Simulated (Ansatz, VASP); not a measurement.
## WS2 (Tungstenite) in two plane-wave programs

Aim: how closely do two programs agree when they are given the same cell, functional and k mesh? The cell is taken from a series of VASP runs on this material, whose earlier steps may have relaxed, scaled or displaced it; both programs get it as it stands.

Method: plane waves, with VASP 6.6.1 beside it; relaxation of cell and atoms at r2SCAN with rVV10, in Ansatz 0.2.0.

## 1. The starting structure

It takes space group P6_3/mmc (No. 194, hexagonal). The conventional cell has a = 3.184 Å, b = 3.184 Å, c = 12.445 Å, α = 90.00°, β = 90.00°, γ = 120.00°. Nearest to W lie 6 S at 2.43 Å. Nearest to S lie 3 W at 2.43 Å. Farther neighbours and most contacts between anions are not listed.

Coordinates:

```xyz
6
Lattice="3.1844 0.0000 0.0000 -1.5922 2.7578 0.0000 0.0000 0.0000 12.4450" Properties=species:S:1:pos:R:3 pbc="T T T"
W     1.5922    0.9193    9.3338
W     0.0000    1.8385    3.1113
S     1.5922    0.9193    4.6980
S     0.0000    1.8385   10.9205
S     1.5922    0.9193    1.5245
S     0.0000    1.8385    7.7470
```

## 2. VASP: relaxation of cell and atoms, r2SCAN with rVV10

The relaxed volume is the usual yardstick between codes: its relative difference is about their pressure difference at one cell divided by the bulk modulus.

Lines of VASP's logs that name or quote its potential files are left out, and so is its time.

INCAR

```
SYSTEM = WS2
PREC = Accurate
ENCUT = 450
EDIFF = 1E-06
NELM = 100
ISMEAR = 0
SIGMA = 0.03
LREAL = .FALSE.
ALGO = Normal
METAGGA = R2SCAN
LUSE_VDW = .TRUE.
IVDW_NL = 2
BPARAM = 11.95
CPARAM = 0.0093
LASPH = .TRUE.
NBANDS = 24
LORBIT = 11
LWAVE = .FALSE.
LCHARG = .FALSE.
KPAR = 8
IBRION = 2
NSW = 50
ISIF = 3
EDIFFG = -0.006
```

POSCAR

```
WS2
1.0
    3.1844218325      0.0000000000      0.0000000000
   -1.5922109162      2.7577902033      0.0000000000
    0.0000000000      0.0000000000     12.4450178364
W S
2 4
Direct
    0.6666666667      0.3333333333      0.7500000000
    0.3333333333      0.6666666667      0.2500000000
    0.6666666667      0.3333333333      0.3775000000
    0.3333333333      0.6666666667      0.8775000000
    0.6666666667      0.3333333333      0.1225000000
    0.3333333333      0.6666666667      0.6225000000
```

KPOINTS

```
Automatic mesh
0
Gamma
9 9 2
0 0 0
```

PAW data sets: W and S (PBE family, release 64).

The run is started by

```sh
mpirun -np 8 vasp_std
```

Numbers of over 12 decimals in the logs are rounded to 6 here.

The program printed:

```text
[banner, memory and clock lines left out]
running    8 mpi-ranks, on    1 nodes
 distrk:  each k-point on    1 cores,    8 groups
 distr:  one band on    1 cores,    1 groups

 POSCAR found type information on POSCAR W S
 POSCAR found :  2 types and       6 ions
|                                                                             |
|           W    W    AA    RRRRR   N    N  II  N    N   GGGG   !!!           |
|           W    W   A  A   R    R  NN   N  II  NN   N  G    G  !!!           |
|           W    W  A    A  R    R  N N  N  II  N N  N  G       !!!           |
|           W WW W  AAAAAA  RRRRR   N  N N  II  N  N N  G  GGG   !            |
|           WW  WW  A    A  R   R   N   NN  II  N   NN  G    G                |
|           W    W  A    A  R    R  N    N  II  N    N   GGGG   !!!           |
|                                                                             |
|     For optimal performance we recommend to set                             |
|       NCORE = 2 up to number-of-cores-per-socket                            |
|     NCORE specifies how many cores store one orbital (NPAR=cpu/NCORE).      |
|     This setting can greatly improve the performance of VASP for DFT.       |
|     The default, NCORE=1 might be grossly inefficient on modern             |
|     multi-core architectures or massively parallel machines. Do your        |
|     Unfortunately you need to use the default for GW and RPA                |
|     calculations (for HF NCORE is supported but not extensively tested      |
|     yet).                                                                   |
|                                                                             |

|                                                                             |
|               ----> ADVICE to this user running VASP <----                  |
|                                                                             |
|     You have switched on vdW-DFT.                                           |
|     This routine was written and supplied by Jiri Klimes. We recommend      |
|     that you carefully read and cite the following publications:            |
|       J. Klimes, D.R. Bowler, A. Michelides                                 |
|          J. Phys.: Cond Matt. 22 022201 (2010)                              |
|       J. Klimes, D.R. Bowler, A. Michelides                                 |
|          Phys. Rev. B. 83, 195131 (2011)                                    |
|     and references therein.                                                 |
|                                                                             |

|                                                                             |
|               ----> ADVICE to this user running VASP <----                  |
|                                                                             |
|     You enforced a specific xc type in the INCAR file but a different       |
|     [... a line on the potential file left out ...]
|     I HOPE YOU KNOW WHAT YOU ARE DOING!                                     |
|                                                                             |

 LDA part: xc-table for (None), standard interpolation
 POSCAR, INCAR and KPOINTS ok, starting setup
 FFT: planning ... GRIDC
 FFT: planning ... GRID_SOFT
 FFT: planning ... GRID
 WAVECAR not read
 entering main loop
       N       E                     dE             d eps       ncg     rms          rms(c)
Total rVV10 correction in eV:      0.6646495    47.2063438
Total rVV10 correction in eV:      0.6646495    47.2063438
Total rVV10 correction in eV:      0.6646495    47.2063438
Total rVV10 correction in eV:      0.6646495    47.2063438
Total rVV10 correction in eV:      0.6646495    47.2063438
Total rVV10 correction in eV:      0.6646495    47.2063438
Total rVV10 correction in eV:      0.6646495    47.2063438
Total rVV10 correction in eV:      0.6646495    47.2063438
DAV:   1     0.798198812030E+02    0.79820E+02   -0.15318E+04  1152   0.122E+03
DAV:   2    -0.132998679683E+03   -0.21282E+03   -0.20573E+03  1600   0.270E+02
DAV:   3    -0.146264855984E+03   -0.13266E+02   -0.13181E+02  1536   0.667E+01
DAV:   4    -0.146543898743E+03   -0.27904E+00   -0.27833E+00  1592   0.108E+01
DAV:   5    -0.146549972694E+03   -0.60740E-02   -0.60710E-02  1536   0.146E+00    0.354E+01
Total rVV10 correction in eV:      0.6697501    47.2063443
Total rVV10 correction in eV:      0.6697501    47.2063443
[...]
Total rVV10 correction in eV:      0.6845040    47.2063438
Total rVV10 correction in eV:      0.6845040    47.2063438
Total rVV10 correction in eV:      0.6845040    47.2063438
Total rVV10 correction in eV:      0.6845040    47.2063438
Total rVV10 correction in eV:      0.6845040    47.2063438
Total rVV10 correction in eV:      0.6845040    47.2063438
DAV:   3    -0.139642397082E+03    0.92499E-06   -0.48475E-06  1304   0.131E-02
Total rVV10 correction in eV:      0.6844558    47.2063438
Total rVV10 correction in eV:      0.6844558    47.2063438
Total rVV10 correction in eV:      0.6844558    47.2063438
Total rVV10 correction in eV:      0.6844558    47.2063438
Total rVV10 correction in eV:      0.6844558    47.2063438
Total rVV10 correction in eV:      0.6844558    47.2063438
Total rVV10 correction in eV:      0.6844558    47.2063438
[...]
DAV:   3    -0.139642409661E+03    0.74116E-05   -0.44434E-05  1456   0.411E-02    0.204E-02
Total rVV10 correction in eV:      0.6845776    47.2063438
Total rVV10 correction in eV:      0.6845776    47.2063438
Total rVV10 correction in eV:      0.6845776    47.2063438
Total rVV10 correction in eV:      0.6845776    47.2063438
Total rVV10 correction in eV:      0.6845776    47.2063438
Total rVV10 correction in eV:      0.6845776    47.2063438
Total rVV10 correction in eV:      0.6845776    47.2063438
Total rVV10 correction in eV:      0.6845776    47.2063438
DAV:   4    -0.139642403608E+03    0.60523E-05   -0.20405E-05  1408   0.229E-02    0.110E-02
Total rVV10 correction in eV:      0.6845434    47.2063438
Total rVV10 correction in eV:      0.6845434    47.2063438
Total rVV10 correction in eV:      0.6845434    47.2063438
Total rVV10 correction in eV:      0.6845434    47.2063438
Total rVV10 correction in eV:      0.6845434    47.2063438
Total rVV10 correction in eV:      0.6845434    47.2063438
Total rVV10 correction in eV:      0.6845434    47.2063438
Total rVV10 correction in eV:      0.6845434    47.2063438
DAV:   5    -0.139642404133E+03   -0.52499E-06   -0.30914E-06  1096   0.974E-03
Total rVV10 correction in eV:      0.6845120    47.2063438
Total rVV10 correction in eV:      0.6845120    47.2063438
Total rVV10 correction in eV:      0.6845120    47.2063438
Total rVV10 correction in eV:      0.6845120    47.2063438
Total rVV10 correction in eV:      0.6845120    47.2063438
Total rVV10 correction in eV:      0.6845120    47.2063438
Total rVV10 correction in eV:      0.6845120    47.2063438
Total rVV10 correction in eV:      0.6845120    47.2063438
Total rVV10 correction in eV:      0.6845246    47.2063438
Total rVV10 correction in eV:      0.6845246    47.2063438
Total rVV10 correction in eV:      0.6845246    47.2063438
Total rVV10 correction in eV:      0.6845246    47.2063438
Total rVV10 correction in eV:      0.6845246    47.2063438
Total rVV10 correction in eV:      0.6845246    47.2063438
Total rVV10 correction in eV:      0.6845246    47.2063438
Total rVV10 correction in eV:      0.6845246    47.2063438
  17 F= -.13964240E+03 E0= -.13964240E+03  d E =-.425075E-04
 curvature:  -0.85 expect dE=-0.103E-03 dE for cont linesearch -0.496E-04
 ZBRENT: interpolating
 opt :   0.6577  next Energy=  -139.642421 (dE=-0.589E-04)
 bond charge predicted
       N       E                     dE             d eps       ncg     rms          rms(c)
Total rVV10 correction in eV:      0.6844455    47.2063438
Total rVV10 correction in eV:      0.6844455    47.2063438
Total rVV10 correction in eV:      0.6844455    47.2063438
Total rVV10 correction in eV:      0.6844455    47.2063438
Total rVV10 correction in eV:      0.6844455    47.2063438
Total rVV10 correction in eV:      0.6844455    47.2063438
Total rVV10 correction in eV:      0.6844455    47.2063438
Total rVV10 correction in eV:      0.6844455    47.2063438
DAV:   1    -0.139642440026E+03   -0.36417E-04   -0.10248E-03  1152   0.178E-01    0.255E-02
Total rVV10 correction in eV:      0.6844260    47.2063438
Total rVV10 correction in eV:      0.6844260    47.2063438
Total rVV10 correction in eV:      0.6844260    47.2063438
Total rVV10 correction in eV:      0.6844260    47.2063438
Total rVV10 correction in eV:      0.6844260    47.2063438
Total rVV10 correction in eV:      0.6844260    47.2063438
Total rVV10 correction in eV:      0.6844260    47.2063438
Total rVV10 correction in eV:      0.6844260    47.2063438
DAV:   2    -0.139642422874E+03    0.17152E-04   -0.59585E-05  1424   0.506E-02    0.168E-02
Total rVV10 correction in eV:      0.6844390    47.2063438
Total rVV10 correction in eV:      0.6844390    47.2063438
Total rVV10 correction in eV:      0.6844390    47.2063438
Total rVV10 correction in eV:      0.6844390    47.2063438
Total rVV10 correction in eV:      0.6844390    47.2063438
Total rVV10 correction in eV:      0.6844390    47.2063438
Total rVV10 correction in eV:      0.6844390    47.2063438
Total rVV10 correction in eV:      0.6844390    47.2063438
DAV:   3    -0.139642421318E+03    0.15559E-05   -0.83457E-06  1352   0.177E-02    0.801E-03
Total rVV10 correction in eV:      0.6844629    47.2063438
Total rVV10 correction in eV:      0.6844629    47.2063438
Total rVV10 correction in eV:      0.6844629    47.2063438
Total rVV10 correction in eV:      0.6844629    47.2063438
Total rVV10 correction in eV:      0.6844629    47.2063438
Total rVV10 correction in eV:      0.6844629    47.2063438
Total rVV10 correction in eV:      0.6844629    47.2063438
Total rVV10 correction in eV:      0.6844629    47.2063438
DAV:   4    -0.139642419980E+03    0.13377E-05   -0.31989E-06   944   0.949E-03    0.536E-03
Total rVV10 correction in eV:      0.6844748    47.2063438
Total rVV10 correction in eV:      0.6844748    47.2063438
Total rVV10 correction in eV:      0.6844748    47.2063438
Total rVV10 correction in eV:      0.6844748    47.2063438
Total rVV10 correction in eV:      0.6844748    47.2063438
Total rVV10 correction in eV:      0.6844748    47.2063438
Total rVV10 correction in eV:      0.6844748    47.2063438
Total rVV10 correction in eV:      0.6844748    47.2063438
DAV:   5    -0.139642419755E+03    0.22527E-06   -0.80702E-07   584   0.540E-03
Total rVV10 correction in eV:      0.6844895    47.2063438
Total rVV10 correction in eV:      0.6844895    47.2063438
Total rVV10 correction in eV:      0.6844895    47.2063438
Total rVV10 correction in eV:      0.6844895    47.2063438
Total rVV10 correction in eV:      0.6844895    47.2063438
Total rVV10 correction in eV:      0.6844895    47.2063438
Total rVV10 correction in eV:      0.6844895    47.2063438
Total rVV10 correction in eV:      0.6844895    47.2063438
Total rVV10 correction in eV:      0.6844798    47.2063438
Total rVV10 correction in eV:      0.6844798    47.2063438
Total rVV10 correction in eV:      0.6844798    47.2063438
Total rVV10 correction in eV:      0.6844798    47.2063438
Total rVV10 correction in eV:      0.6844798    47.2063438
Total rVV10 correction in eV:      0.6844798    47.2063438
Total rVV10 correction in eV:      0.6844798    47.2063438
Total rVV10 correction in eV:      0.6844798    47.2063438
  18 F= -.13964242E+03 E0= -.13964242E+03  d E =-.581291E-04
 curvature:  -0.28 expect dE=-0.652E-05 dE for cont linesearch -0.309E-07
 trial: gam= 0.19010 g(F)=  0.874E-07 g(S)=  0.231E-04 ort =-0.443E-05 (trialstep = 0.327E+00)
 search vector abs. value=  0.280E-04
 reached required accuracy - stopping structural energy minimisation
```

From OUTCAR (step 2):

```text
ion  position               nearest neighbor table
   1  0.667  0.333  0.750-   4 2.43   6 2.43   4 2.43   6 2.43   4 2.43   6 2.43
   2  0.333  0.667  0.250-   3 2.43   5 2.43   3 2.43   5 2.43   3 2.43   5 2.43
   3  0.667  0.333  0.377-   2 2.43   2 2.43   2 2.43
   4  0.333  0.667  0.877-   1 2.43   1 2.43   1 2.43
   5  0.667  0.333  0.123-   2 2.43   2 2.43   2 2.43
   6  0.333  0.667  0.623-   1 2.43   1 2.43   1 2.43

  LATTYP: Found a hexagonal cell.
 ALAT       =     3.1844218325
 C/A-ratio  =     3.9080933655

 Subroutine GETGRP returns: Found 24 space group operations
 (whereof 12 operations were pure point group operations)

The static configuration has the point symmetry D_3d.
 The point group associated with its full space group is D_6h.

 Found     24 irreducible k-points:

   k-points           NKPTS =     24   k-points in BZ     NKDIM =     24   number of bands    NBANDS=     24

   dimension x,y,z NGX =    24 NGY =   24 NGZ =   90
   dimension x,y,z NGXF=    48 NGYF=   48 NGZF=  180

   ENCUT  =  450.0 eV  33.07 Ry    5.75 a.u.   5.51  5.51 21.53*2*pi/ulx,y,z

   NELECT =      36.0000    total number of electrons

 k-points in reciprocal lattice and weights: Automatic mesh
   0.00000000  0.00000000  0.00000000       0.006
   0.11111111 -0.00000000  0.00000000       0.037
   0.22222222  0.00000000  0.00000000       0.037
   0.33333333  0.00000000  0.00000000       0.037
   0.44444444  0.00000000  0.00000000       0.037
   0.11111111  0.11111111  0.00000000       0.037
   0.22222222  0.11111111  0.00000000       0.074
   0.33333333  0.11111111  0.00000000       0.074
   0.44444444  0.11111111  0.00000000       0.037
[...]
0.33333333  0.22222222  0.50000000       0.074
   0.33333333  0.33333333  0.50000000       0.012

 average (electrostatic) potential at core
       1 -45.9084       2 -45.9084       3 -89.0022       4 -89.0022       5 -89.0022
       6 -89.0022

 E-fermi :   6.2031

 k-point     1 :       0.0000    0.0000    0.0000
  band No.  band energies     occupation
    ...
     14       3.6503      2.00000
     15       3.6503      2.00000
     16       4.3439      2.00000
     17       4.8460      2.00000
     18       6.0150      2.00000
     19       8.4692      0.00000
     20       8.4692      0.00000
     21       8.4804      0.00000
     22       8.4804      0.00000
     23       8.5415      0.00000
    ...

 k-point     2 :       0.1111   -0.0000    0.0000
  band No.  band energies     occupation
    ...
     14       3.3355      2.00000
     15       3.6684      2.00000
     16       4.5523      2.00000
     17       4.8425      2.00000
     18       5.6242      2.00000
     19       8.1373      0.00000
     20       8.3412      0.00000
     21       8.3418      0.00000
     22       8.4370      0.00000
     23       8.4588      0.00000
    ...

 k-point     3 :       0.2222    0.0000    0.0000
  band No.  band energies     occupation
    ...
     14       3.0893      2.00000
     15       3.4058      2.00000
     16       4.1837      2.00000
     17       4.5595      2.00000
     18       4.6927      2.00000
     19       7.5352      0.00000
     20       8.0313      0.00000
     21       8.2366      0.00000
     22       8.4069      0.00000
     23       8.5094      0.00000
    ...

  Total        0.0314969      0.0314969      0.0298772      0.0000000      0.0000000      0.0000000
  in kB        0.4660692      0.4660692      0.4421011      0.0000000      0.0000000      0.0000000
  external PRESSURE =       0.4580799 kB  Pullay stress =       0.0000000 kB

  energy-cutoff  :      450.00
  volume of cell :      108.28
      direct lattice vectors                 reciprocal lattice vectors
     3.166408981 -0.000000000 -0.000000000     0.315815173  0.182335975 -0.000000000
    -1.583204491  2.742190617  0.000000000     0.000000000  0.364671950 -0.000000000
     0.000000000  0.000000000 12.469917718     0.000000000 -0.000000000  0.080192991

 POSITION                                       TOTAL-FORCE (eV/Angst)
 -----------------------------------------------------------------------------------
      1.58320      0.91406      9.35244         0.000000     -0.000000      0.000000
     -0.00000      1.82813      3.11748        -0.000000      0.000000      0.000000
      1.58320      0.91406      4.67978         0.000000      0.000000     -0.000673
     -0.00000      1.82813     10.91474        -0.000000     -0.000000     -0.000673
      1.58320      0.91406      1.55518         0.000000     -0.000000      0.000673
     -0.00000      1.82813      7.79013        -0.000000     -0.000000      0.000673
 -----------------------------------------------------------------------------------
    total drift:                               -0.000000      0.000000     -0.000000

  FREE ENERGIE OF THE ION-ELECTRON SYSTEM (eV)
  ---------------------------------------------------
  free  energy   TOTEN  =      -139.6424197549 eV

  energy  without entropy=     -139.6424197549  energy(sigma->0) =     -139.64241975

 reached required accuracy - stopping structural energy minimisation

 total charge
# of ion       s       p       d       tot
------------------------------------------
    1        0.547   0.723   4.270   5.540
    2        0.547   0.723   4.270   5.540
    3        1.351   2.382   0.000   3.733
    4        1.351   2.382   0.000   3.733
    5        1.351   2.382   0.000   3.733
    6        1.351   2.382   0.000   3.733
--------------------------------------------------
tot          6.497  10.976   8.540  26.012

[... 3 further parts left out ...]
```

CONTCAR:

```
WS2
   1.00000000000000
     3.1664089813491119   -0.0000000000003298   -0.0000000000000000
    -1.5832044906251244    2.7421906166090930    0.0000000000000000
     0.0000000000000000    0.0000000000000000   12.4699177181256271
  W               S
     2     4
Direct
     0.6666666667000030    0.3333333332999970    0.7500000000000000
     0.3333333332999970    0.6666666667000030    0.2500000000000000
     0.6666666667000030    0.3333333332999970    0.3752858587163425
     0.3333333332999970    0.6666666667000030    0.8752858587163426
     0.6666666667000030    0.3333333332999970    0.1247141412836575
     0.3333333332999970    0.6666666667000030    0.6247141412836574
```

This run has no spin polarisation, so a moment on W, if there is one, isn't seen. The data set W keeps the semicore shell frozen, which is cheaper and a little less accurate. The run keeps the 24 symmetry operations of its start, so it cannot find a distortion of lower symmetry.

(Continued in part 2 of 2.)

[Lines on the potential files, build, host, timing and source positions are cut from VASP's logs without a mark.]

[Logs are printed without paths, hosts, clocks, repeated set-up lines and the standing remarks that a program may print on its own settings, such as how far it seeks lower states.]

[Hosts, paths, dates, database ids (printed as entryN), source tags and the programs' standing remarks are cut or masked in the printed files.]
